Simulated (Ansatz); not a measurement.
# BeS: a closer look at a trial structure

The task, for BeS: see how the gap depends on the functional.

Method: DFT PBE, scalar-relativistic, plane waves, PAW, unless a step names another level, in Ansatz 0.2.0.

## 1. The structure to begin with

Symmetry: I4cm, No. 108, tetragonal system. Conventional cell: a = 6.749 Å, b = 6.749 Å, c = 5.678 Å, α = 90.00°, β = 90.00°, γ = 90.00°. Be (site symmetry m) is surrounded by 4 S at 2.08 to 2.14 Å. Around S (site symmetry m) lie 4 Be at 2.08 to 2.14 Å.

Structure file:

```cif
data_structure
_symmetry_space_group_name_H-M 'I4cm'
_symmetry_Int_Tables_number 108
_cell_length_a 6.7492
_cell_length_b 6.7492
_cell_length_c 5.6775
_cell_angle_alpha 90.000
_cell_angle_beta 90.000
_cell_angle_gamma 90.000
_cell_volume 258.62
loop_
_atom_site_label
_atom_site_type_symbol
_atom_site_symmetry_multiplicity
_atom_site_Wyckoff_symbol
_atom_site_fract_x
_atom_site_fract_y
_atom_site_fract_z
_atom_site_occupancy
Be1 Be 8 c 0.86116 0.36116 0.18462 1
S1 S 8 c 0.15783 0.34217 0.31538 1
```

It is the end of an earlier relaxation with the same method, from a generated guess; it needn't be the stable form of this composition. At a tolerance of 0.02 Å it has space group I4cm (No. 108); it has 16.16 Å³/atom, an uncorrected energy of -0.98 eV/atom over the elements and, on its mesh, gap 4.05 eV.

## 2. Level of theory: r2SCAN

input.yaml

```yaml
crystal:
  lattice:
    - [-3.3745768249, 3.3745768249, 2.8387715032]
    - [3.3745768249, -3.3745768249, 2.8387715032]
    - [3.3745768249, 3.3745768249, -2.8387715032]
  atoms:
    - { symbol: Be, position: [0.545776937, 0.045776937, 0.2223152548] }
    - { symbol: Be, position: [0.8234616822, 0.3234616822, 0.7776847452] }
    - { symbol: Be, position: [0.045776937, 0.8234616822, 0.5] }
    - { symbol: Be, position: [0.3234616822, 0.545776937, 0.5] }
    - { symbol: S, position: [0.6575498978, 0.4732114831, 0.5] }
    - { symbol: S, position: [0.9732114831, 0.1575498978, 0.5] }
    - { symbol: S, position: [0.1575498978, 0.6575498978, 0.1843384147] }
    - { symbol: S, position: [0.4732114831, 0.9732114831, 0.8156615853] }
basis:
  ecutwfc: 500
kpoints:
  mp_grid: { grid: [6, 6, 6] }
  band_path:
    path:
      - [[0.0, 0.0, 0.0], [0.0, 0.0, 0.5], [-0.5, 0.5, 0.5], [0.0, 0.0, 0.0], [0.42691402, 0.42691402, -0.42691402]]
      - [[-0.42691402, 0.57308598, 0.42691402], [-0.5, 0.5, 0.5]]
      - [[0.0, 0.0, 0.5], [0.25, 0.25, 0.25], [0.0, 0.5, 0.0], [0.0, 0.0, 0.0]]
    npoints: 14
hamiltonian:
  xc: r2scan
scf:
  occupations: { method: gaussian, width: 0.02 }
  n_extra_bands: 20
output:
  forces: true
  stress: true
  eigenvalues: true
  populations: true
  dos: { projected: true, de: 0.02, nscf_kmesh: { grid: [9, 9, 9] } }
  bader: true
```

Launch:

```bash
ansatz run input.yaml --threads 1 --pin off --max-ram 2560MiB --backend cpu --events-out ev --progress --plain --runs-dir out
```

What it wrote:

```text
Warning: RAYON_NUM_THREADS=1 ignored (pool sized by the plan → 1); use --threads N
scf.n_extra_bands = 20 over 16 filled bands (N_el = 32.0): the run solves 36 bands
Engine: ansatz 0.2.0, aarch64-unknown-linux-gnu
Pseudopotentials: kind: paw
Pseudopotential: Be, paw, valence charge 2, recommended cutoff 500 eV (meta_gga), Be.paw.azcp
Pseudopotential: S, paw, valence charge 6, recommended cutoff 500 eV (meta_gga), S.paw.azcp
Functional definition: r2SCAN
  parameter k0 = 0.174
  parameter k1 = 0.065
  parameter a1 = 4.9479
  exchange = r2scan_x(k0 = k0, k1 = k1, a1 = a1)
  correlation = r2scan_c
Crystal: 8 atoms, lattice volume = 129.309 Å³
Basis set: ecut = 500 eV, 3267 PW (Γ), exchange–correlation on 180×180×180 points (64 copies of the dense FFT grid, shifted against one another)
Bands: 36, of which v1, the nominal top of the filled ones, is band 16 counted from 1 (15 counted from 0)
Symmetry: 8 space group operations
Space group: I4cm (ITA 108), of the structure as read, at distance tolerance 5.1e-5 Å
k-points: 30 of 216 (time reversal used)
Non-local potential: Be, projectors of the file, l = 0: 2, l = 1: 2, l = 2: 1
Non-local potential: S, projectors of the file, l = 0: 2, l = 1: 2, l = 2: 2
PAW form: soft (Blöchl's): semilocal exchange-correlation on the pseudo side does not see the compensation charge
PAW frozen core: Be, regenerated for the run's functional (the file was generated under x = pbe(κ = 0.804, μ = 0.2195149727645171), c = pbe(β = 0.06672455060314922))
PAW frozen core: S, regenerated for the run's functional (the file was generated under x = pbe(κ = 0.804, μ = 0.2195149727645171), c = pbe(β = 0.06672455060314922))
PAW one-centre angular grid: Be, 302 points (default); XC on 255 of its mesh's 2635 points in the sphere
PAW one-centre angular grid: S, 302 points (default); XC on 160 Gauss nodes
Initial density: superposition of atomic densities (neutral atoms: chi_scale 0, normalization atom), corrected by the library's trained network
Initial wavefunctions: pseudopotential atomic-orbital guess
Functional: x = r2scan, c = r2scan; τ floored in thin density (d = 2e-4 eV/Å³)
SCF iter   1: F=—  HF=-4005.169226 eV  |F-HF|=—  |Δ(HF+E_count)|=         —  Δρ=4.56e-3  dr2=2.07e-2  dr2_τ=1.13e-1  ethr=1.77e-3  ⟨swp⟩=7.8  Hψ=6016  notcnv=0  defer=121
preconditioner: auto → none  [insulator: Δε(μ)=4.385 eV  Ē_g=14.212 eV  σ=0.020 eV  W_gap=1.00  n_scr=16 (ndim 8)  ℏωp=18.5 eV  f_vac=0.049  D(μ)=0.00/eV (n_scr^D=0)  ε∞_Penn≈2.7]
SCF iter   2: F=—  HF=-4005.461595 eV  |F-HF|=—  |Δ(HF+E_count)|=   2.92e-1  Δρ=3.05e-3  dr2=9.53e-3  dr2_τ=1.34e-4  ethr=6.46e-5  ⟨swp⟩=3.0  Hψ=2137  notcnv=0  defer=398
SCF iter   3: F=—  HF=-4005.465060 eV  |F-HF|=—  |Δ(HF+E_count)|=   3.46e-3  Δρ=1.73e-3  dr2=5.77e-3  dr2_τ=2.69e-4  ethr=2.98e-5  ⟨swp⟩=2.0  Hψ=1365  notcnv=0  defer=398
SCF iter   4: F=—  HF=-4005.463934 eV  |F-HF|=—  |Δ(HF+E_count)|=   1.13e-3  Δρ=4.15e-4  dr2=3.28e-4  dr2_τ=6.10e-6  ethr=1.80e-5  ⟨swp⟩=2.3  Hψ=1233  notcnv=0  defer=398
SCF iter   5: F=—  HF=-4005.463966 eV  |F-HF|=—  |Δ(HF+E_count)|=   3.18e-5  Δρ=1.60e-4  dr2=5.27e-5  dr2_τ=1.27e-6  ethr=1.02e-6  ⟨swp⟩=2.0  Hψ=1160  notcnv=0  defer=398
SCF iter   6: F=—  HF=-4005.463985 eV  |F-HF|=—  |Δ(HF+E_count)|=   1.88e-5  Δρ=6.43e-5  dr2=7.17e-6  dr2_τ=9.63e-8  ethr=1.65e-7  ⟨swp⟩=2.7  Hψ=1156  notcnv=0  defer=398
SCF iter   7: F=—  HF=-4005.463985 eV  |F-HF|=—  |Δ(HF+E_count)|=   1.03e-7  Δρ=9.83e-6  dr2=1.58e-7  dr2_τ=1.31e-9  ethr=2.24e-8  ⟨swp⟩=2.8  Hψ=1136  notcnv=0  defer=398
SCF iter   8: F=-4005.463985 eV  HF=-4005.463985 eV  |F-HF|=2.43e-10  |Δ(HF+E_count)|=   2.94e-8  Δρ=1.56e-6  dr2=3.86e-9  dr2_τ=4.40e-11  ethr=3.13e-10  ⟨swp⟩=11.1  Hψ=6062  notcnv=0
SCF 1 converged in 8 iterations: F = -4005.463985 eV  dr2 = 3.86e-9
NSCF: frozen V_eff on 115 k-points
NSCF: frozen V_eff on 75 k-points
SCF converged after 8 iterations
Free energy (F): -4005.463985 eV
Harris-Foulkes:  -4005.463985 eV  (|F-HF|=2.43e-10)
Internal energy: -4005.463985 eV  (E = F + TS)
E sigma→0 (E₀):  -4005.463985 eV
Fermi energy:    5.922350 eV
--- Per-component energies (eV) ---
  E_band       = -47.277811
  E_kinetic    = 510.062579
  E_local      = -647.504724  (includes V_loc(G=0)·N_el)
  E_nonlocal   = 129.009647
  E_hartree    = 217.034496
  E_xc         = -443.911152
  E_vxc        = -468.933478  (∫ρ·V_xc dr)
  E_paw        = -2681.595449  (= ΣΔE_a)
  E_vpaw       = -25.511643  (= ΣTr[D̂ρ^β])
  E_aug_tail   = 0.000003  (compensation charges beyond the density's cutoff)
  E_vtau       = 21.531767  (kinetic-family band-sum trace: ∫τ·v_τ [+ j·A + Jᵃ·Aᵃ] dr)
  E_ewald      = -1088.072210
  E_core_change = -0.487175  (= ΣΔE_core)
  E_smearing   = -0.000000  (= −TS)
  E_closure    = -0.000000  (closes the sum)
  Σ components = -4005.463985   (vs F -4005.463985, Δ=0.00e0)
--- Forces (eV/Å), atoms counted from 1 ---
  atom   1  Be    -0.02963257    -0.02963257    -0.00622210
  atom   2  Be     0.02963257     0.02963257    -0.00622210
  atom   3  Be     0.02963257    -0.02963257    -0.00622210
  atom   4  Be    -0.02963257     0.02963257    -0.00622210
  atom   5  S      0.03304387    -0.03304387     0.00622813
  atom   6  S     -0.03304387     0.03304387     0.00622813
  atom   7  S     -0.03304387    -0.03304387     0.00622813
  atom   8  S      0.03304387     0.03304387     0.00622813
  max |Σ_I F_I| component: 2.41e-5 eV/Å
--- Stress (GPa, compression-positive) ---
       -0.298563      -0.000000       0.000000
       -0.000000      -0.298563      -0.000000
        0.000000      -0.000000      -0.391908
  P = ⅓ Tr σ = -0.3297 GPa (-3.297 kbar)
--- Band table (eV; the first three rows and the last of 30) ---
  k-point 0: bands = ["-10.3699", "-8.6756", "-7.9192", "-7.9192", "-1.5673", "-1.1758", "-0.3751", "-0.2411", "-0.2411", "-0.0777", "-0.0777", "1.6862", "2.5159", "3.5958", "3.5958", "3.5981", "8.1400", "9.3654", "9.3654", "9.4376", "10.1150", "11.3813", "11.8812", "11.9112", "12.4232", "12.8185", "12.8185", "14.7599", "14.8530", "14.8530", "14.9712", "14.9712", "15.9202", "15.9878", "15.9878", "16.8381"]
  k-point 1: bands = ["-10.2787", "-8.7113", "-8.0753", "-7.9201", "-1.4260", "-1.3230", "-0.8824", "-0.2512", "-0.0402", "0.3894", "0.5500", "1.8712", "2.1523", "3.0053", "3.4799", "3.6380", "8.3866", "8.6982", "9.8625", "10.0932", "10.4690", "10.8411", "11.6483", "12.0402", "12.2879", "12.8931", "13.4404", "13.9593", "14.1566", "14.3945", "14.4013", "14.9484", "15.2858", "15.8342", "16.3350", "16.5853"]
  k-point 2: bands = ["-10.0489", "-8.7840", "-8.4303", "-7.9220", "-1.4645", "-1.3459", "-0.7419", "-0.2786", "0.1318", "1.1814", "1.4240", "1.4252", "1.9178", "2.3867", "3.0952", "3.5289", "8.3674", "9.0781", "9.7104", "10.5065", "10.7725", "11.0062", "11.0367", "11.6182", "12.3419", "13.0052", "13.0289", "13.2952", "13.6533", "13.9570", "14.8983", "15.0830", "15.2092", "15.8856", "16.2251", "16.9803"]
  k-point 29: bands = ["-9.2032", "-8.8050", "-8.7817", "-8.7817", "-2.0647", "-1.1603", "-0.3699", "0.6313", "0.7220", "0.7220", "1.0343", "2.2218", "2.2218", "2.5476", "2.5476", "3.7047", "8.2580", "9.4516", "9.9422", "9.9690", "10.5272", "10.5272", "11.6977", "11.6977", "11.8073", "12.3903", "12.5708", "12.5708", "13.0958", "13.8131", "14.1332", "14.1332", "14.5892", "15.3590", "16.7584", "17.3029"]
--- Löwdin populations: 8 sites ---
  site symbol       q [e]
     0     Be      0.5815
     1     Be      0.5815
     2     Be      0.5815
     3     Be      0.5815
     4      S      7.1207
     5      S      7.1207
     6      S      7.1207
     7      S      7.1207
  spilling = 0.037230 (of n_electrons = 32.000000)
--- Bader charges: 8 sites ---
  site symbol  charge [e]  shift [e]
     0     Be      1.6760     0.0001
     1     Be      1.6760     0.0001
     2     Be      1.6760     0.0001
     3     Be      1.6760     0.0001
     4      S     -1.6760     0.0001
     5      S     -1.6760     0.0001
     6      S     -1.6760     0.0001
     7      S     -1.6760     0.0001
  estimated error of the sums over rays = 2.4e-4 e
```

Run time: 3.6 min. Hardware: 1 thread of Arm Neoverse V1, shared host; peak memory 0.84 GiB.

Per atom:

| atom | Löwdin electrons | Bader charge (e) | Bader volume (Å³) |
| --- | --- | --- | --- |
| Be1 | 0.58 | +1.68 | 2.0 |
| Be2 | 0.58 | +1.68 | 2.0 |
| Be3 | 0.58 | +1.68 | 2.0 |
| Be4 | 0.58 | +1.68 | 2.0 |
| S5 | 7.12 | -1.68 | 30.0 |
| S6 | 7.12 | -1.68 | 30.0 |
| S7 | 7.12 | -1.68 | 30.0 |
| S8 | 7.12 | -1.68 | 30.0 |

The Löwdin counts miss 1.19 of the 32 electrons, which the atomic orbitals do not span, so they are no charges.

From bands.tsv, the levels nearest the gap at the path's corners, in eV from the valence-band top:

```tsv
point	band 13	band 14	band 15	band 16	band 17	band 18	band 19	band 20
Γ	-1.19	-0.11	-0.11	-0.11	4.44	5.66	5.66	5.73
X	-1.38	-1.22	-0.96	-0.37	5.02	5.39	6.02	6.23
M	-1.48	-1.16	-1.16	0.00	4.55	5.75	6.24	6.26
Γ	-1.19	-0.11	-0.11	-0.11	4.44	5.66	5.66	5.73
Z	-1.32	-1.10	-1.10	-0.07	4.83	5.80	6.25	6.33
Z0	-1.32	-1.10	-1.10	-0.07	4.83	5.80	6.25	6.33
M	-1.48	-1.16	-1.16	0.00	4.55	5.75	6.24	6.26
X	-1.38	-1.22	-0.96	-0.37	5.02	5.39	6.02	6.23
P	-1.53	-1.53	-1.19	-1.19	5.09	5.09	5.57	5.57
N	-1.69	-1.69	-1.12	-1.12	5.38	5.38	5.98	5.98
Γ	-1.19	-0.11	-0.11	-0.11	4.44	5.66	5.66	5.73
```

Highest filled and lowest empty level along the path:

```
distance (1/Å)  highest filled (eV)  lowest empty (eV)
          0.00                -0.11               4.44
          0.19                -0.07               4.62
          0.38                -0.12               4.68
          0.56                -0.31               4.84
          0.75                -0.46               5.09
          0.94                -0.62               5.23
          1.13                -0.20               4.81
          1.32                 0.00               4.55
          1.58                -0.38               5.08
          1.85                -0.48               5.08
          2.11                -0.15               4.52
          2.38                -0.15               4.66
          2.65                -0.45               5.53
          2.92                -0.44               5.10
          3.19                -0.07               4.83
          3.23                -0.05               4.73
          3.27                -0.02               4.62
          3.32                 0.00               4.57
          3.35                -0.37               5.02
          3.51                -0.47               5.04
          3.67                -0.73               4.91
          3.83                -1.06               5.01
          3.97                -1.19               5.06
          4.11                -1.20               5.02
          4.24                -1.15               5.20
          4.37                -1.12               5.38
          4.58                -0.88               5.33
          4.79                -0.39               5.21
          4.99                -0.14               4.54
```

States per cell in windows of 1 eV, from dos.tsv and pdos.tsv (zero at the valence-band top):

| from | to | total | Be 2s | S 3p |
| --- | --- | --- | --- | --- |
| -5 | -4 | 2.66 | 0.30 | 2.19 |
| -4 | -3 | 3.71 | 0.26 | 3.20 |
| -3 | -2 | 4.89 | 0.17 | 4.38 |
| -2 | -1 | 6.58 | 0.09 | 6.03 |
| -1 | 0 | 3.00 | 0.02 | 2.81 |
| 0 | 1 | 0.00 | 0.00 | 0.00 |
| 1 | 2 | 0.00 | 0.00 | 0.00 |
| 2 | 3 | 0.00 | 0.00 | 0.00 |
| 3 | 4 | 0.00 | 0.00 | 0.00 |
| 4 | 5 | 0.80 | 0.07 | 0.03 |
| 5 | 6 | 4.75 | 0.55 | 0.26 |
| 6 | 7 | 5.42 | 0.76 | 0.33 |
| 7 | 8 | 4.90 | 0.71 | 0.35 |
| 8 | 9 | 4.46 | 0.70 | 0.31 |
| 9 | 10 | 4.91 | 0.63 | 0.30 |

Below -5 eV lie 11 or so more states.

## 3. A run with other settings

input.yaml

```yaml
crystal:
  lattice:
    - [-3.3745768249, 3.3745768249, 2.8387715032]
    - [3.3745768249, -3.3745768249, 2.8387715032]
    - [3.3745768249, 3.3745768249, -2.8387715032]
  atomss:
    - { symbol: Be, position: [0.545776937, 0.045776937, 0.2223152548] }
    - { symbol: Be, position: [0.8234616822, 0.3234616822, 0.7776847452] }
    - { symbol: Be, position: [0.045776937, 0.8234616822, 0.5] }
    - { symbol: Be, position: [0.3234616822, 0.545776937, 0.5] }
    - { symbol: S, position: [0.6575498978, 0.4732114831, 0.5] }
    - { symbol: S, position: [0.9732114831, 0.1575498978, 0.5] }
    - { symbol: S, position: [0.1575498978, 0.6575498978, 0.1843384147] }
    - { symbol: S, position: [0.4732114831, 0.9732114831, 0.8156615853] }
basis:
  ecutwfc: 500
kpoints:
  mp_grid: { grid: [6, 6, 6] }
hamiltonian:
  xc: r2scan
scf:
  occupations: { method: gaussian, width: 0.02 }
  max_iter: 100
output:
  forces: true
  eigenvalues: true
  stress: true
```

Launch:

```bash
ansatz run input.yaml --threads 1 --pin off --max-ram 2560MiB --backend cpu --events-out ev --progress --plain --runs-dir out
```

What it wrote:

```text
Error: YAML parse error: error: line 6 column 3: unknown field `atomss`, expected one of checkpoint, saddle_side, structure_sha256, lattice, periodic, space_group, setting, atoms, reduce_to_primitive, conventional_axes, supercell, defects, symmetry, host
 --> <input>:6:3
  |
4 |     - [3.3745768249, -3.3745768249, 2.8387715032]
5 |     - [3.3745768249, 3.3745768249, -2.8387715032]
6 |   atomss:
  |   ^ unknown field `atomss`, expected one of checkpoint, saddle_side, structure_sha256, lattice, periodic, space_group, setting, atoms, reduce_to_primitive, conventional_axes, supercell, defects, symmetry, host
7 |     - { symbol: Be, position: [0.545776937, 0.045776937, 0.22231525…
8 |     - { symbol: Be, position: [0.8234616822, 0.3234616822, 0.777684…
  |
```

It took 0.03 s on 1 thread of Arm Neoverse V1, shared host; peak memory 0.019 GiB.

## 4. Reading the log

Nothing was computed: the input was turned down at the start. It says: «line 6 column 3: unknown field `atomss`, expected one of checkpoint, saddle_side, structure_sha256, lattice, periodic, ...»

The parser met a name that isn't among its keywords: a slip in spelling.

What to do: correct the name of the key.

## 5. Seeking the band edges over the whole zone (r2SCAN)

input.yaml: that of step 2 with these lines changed.

```diff
@@ -18,8 +18,3 @@
   mp_grid: { grid: [6, 6, 6] }
-  band_path:
-    path:
-      - [[0.0, 0.0, 0.0], [0.0, 0.0, 0.5], [-0.5, 0.5, 0.5], [0.0, 0.0, 0.0], [0.42691402, 0.42691402, -0.42691402]]
-      - [[-0.42691402, 0.57308598, 0.42691402], [-0.5, 0.5, 0.5]]
-      - [[0.0, 0.0, 0.5], [0.25, 0.25, 0.25], [0.0, 0.5, 0.0], [0.0, 0.0, 0.0]]
-    npoints: 14
+  band_path: { path: [VBM, CBM], npoints: 2 }
 hamiltonian:
@@ -28,9 +23,11 @@
   occupations: { method: gaussian, width: 0.02 }
-  n_extra_bands: 20
 output:
-  forces: true
-  stress: true
+  forces: false
+  stress: false
   eigenvalues: true
-  populations: true
-  dos: { projected: true, de: 0.02, nscf_kmesh: { grid: [9, 9, 9] } }
-  bader: true
+checkpoint:
+  read: start.run
+  write: ck
+  compress: false
+  write_wavefunctions: false
+  write_every: 100000
```

Launch:

```bash
ansatz run input.yaml --threads 1 --pin off --max-ram 2560MiB --backend cpu --events-out ev --progress --plain --runs-dir out
```

What it wrote, shortened:

```text
[...]
SCF converged after 3 iterations
Free energy (F): -4005.463985 eV
[...]
E sigma→0 (E₀):  -4005.463985 eV
Fermi energy:    5.922365 eV
[...]
--- Band table (eV; the first three rows and the last of 30) ---
  k-point 0: bands = ["-10.3699", "-8.6756", "-7.9191", "-7.9191", "-1.5673", "-1.1757", "-0.3751", "-0.2411", "-0.2411", "-0.0776", "-0.0776", "1.6863", "2.5159", "3.5958", "3.5958", "3.5981", "8.1400", "9.3654", "9.3654", "9.4376", "10.1150", "11.3814", "11.8812", "11.9112"]
[...]
```

Wall time 59 s (1 thread of Arm Neoverse V1, shared host); peak memory 0.61 GiB.

start.run is the saved state of the run that this one goes on from.

## 6. Levels beside the edges (r2SCAN)

input.yaml: that of step 5 with these lines changed.

```diff
@@ -18,3 +18,2 @@
   mp_grid: { grid: [6, 6, 6] }
-  band_path: { path: [VBM, CBM], npoints: 2 }
 hamiltonian:
@@ -27,2 +26,35 @@
   eigenvalues: true
+  eigenstates:
+    kpoints:
+      - [0.5, 0.5, 0.5]
+      - [0.489258388, 0.510741612, 0.510741612]
+      - [0.510741612, 0.489258388, 0.489258388]
+      - [0.510741612, 0.489258388, 0.510741612]
+      - [0.489258388, 0.510741612, 0.489258388]
+      - [0.50903609, 0.50903609, 0.49096391]
+      - [0.49096391, 0.49096391, 0.50903609]
+      - [0.5, 0.5, 0.515190933]
+      - [0.5, 0.5, 0.484809067]
+      - [0.498794014, 0.513984947, 0.501205986]
+      - [0.501205986, 0.486015053, 0.498794014]
+      - [0.513984947, 0.498794014, 0.501205986]
+      - [0.486015053, 0.501205986, 0.498794014]
+      - [0.505216989, 0.505216989, 0.507186356]
+      - [0.494783011, 0.494783011, 0.492813644]
+      - [0.0, 0.0, 0.0]
+      - [-0.010741612, 0.010741612, 0.010741612]
+      - [0.010741612, -0.010741612, -0.010741612]
+      - [0.010741612, -0.010741612, 0.010741612]
+      - [-0.010741612, 0.010741612, -0.010741612]
+      - [0.00903609, 0.00903609, -0.00903609]
+      - [-0.00903609, -0.00903609, 0.00903609]
+      - [0.0, 0.0, 0.015190933]
+      - [0.0, 0.0, -0.015190933]
+      - [-0.001205986, 0.013984947, 0.001205986]
+      - [0.001205986, -0.013984947, -0.001205986]
+      - [0.013984947, -0.001205986, 0.001205986]
+      - [-0.013984947, 0.001205986, -0.001205986]
+      - [0.005216989, 0.005216989, 0.007186356]
+      - [-0.005216989, -0.005216989, -0.007186356]
+    e_range: [-5.935242, 5.935242]
 checkpoint:
```

Launch:

```bash
ansatz run input.yaml --threads 1 --pin off --max-ram 2560MiB --backend cpu --events-out ev --progress --plain --runs-dir out
```

What it wrote, shortened:

```text
[...]
NSCF: frozen V_eff on 30 k-points
SCF converged after 3 iterations
Free energy (F): -4005.463985 eV
[...]
E sigma→0 (E₀):  -4005.463985 eV
Fermi energy:    5.922365 eV
[...]
--- Band table (eV; the first three rows and the last of 30) ---
  k-point 0: bands = ["-10.3699", "-8.6756", "-7.9191", "-7.9191", "-1.5673", "-1.1757", "-0.3751", "-0.2411", "-0.2411", "-0.0776", "-0.0776", "1.6863", "2.5159", "3.5958", "3.5958", "3.5981", "8.1400", "9.3654", "9.3654", "9.4376", "10.1150", "11.3814", "11.8812", "11.9112"]
[...]
```

It took 37 s on 1 thread of Arm Neoverse V1, shared host; peak memory 0.61 GiB.

The search puts the valence top at k = (0.500, 0.500, 0.500) and the conduction bottom at (0.000, 0.000, 0.000), 4.44 eV apart.

Curvature masses (electron masses; step 0.02 1/Å; n/a where the band is flat or the point is no extremum):

```
 carrier  band     x     y     z  [110]  [101]  [011]  [111]
    hole    16  0.62  0.62  1.30   0.62   0.84   0.84   0.75
electron    17  0.75  0.75  0.30   0.74   0.43   0.43   0.50
```

## 7. Comparison of the levels of theory

| level | gap (eV) | pressure (GPa) | CPU time | against the first |
| --- | --- | --- | --- | --- |
| PBE | 4.05 | 0.0 | 3 min | × 1 |
| r2SCAN | 4.44 | -0.3 | 3.6 min | × 1.2 |

All at the geometry relaxed with the first.

## 8. Summary of results

| quantity | value |
| --- | --- |
| gap (r2SCAN) | 4.44 eV, indirect on the path |
| Bader charges (r2SCAN) | Be +1.68, S -1.68 e |
| gap over the zone (r2SCAN) | 4.44 eV, indirect |
| valence top, conduction bottom (fractional k) (r2SCAN) | (0.500, 0.500, 0.500), (0.000, 0.000, 0.000) |
| hole masses (r2SCAN) | 0.62 to 1.30 m0 along the directions sampled |
| electron masses (r2SCAN) | 0.30 to 0.75 m0 along the directions sampled |

In words: The gap runs from 4.05 eV with PBE to 4.44 eV with r2SCAN.
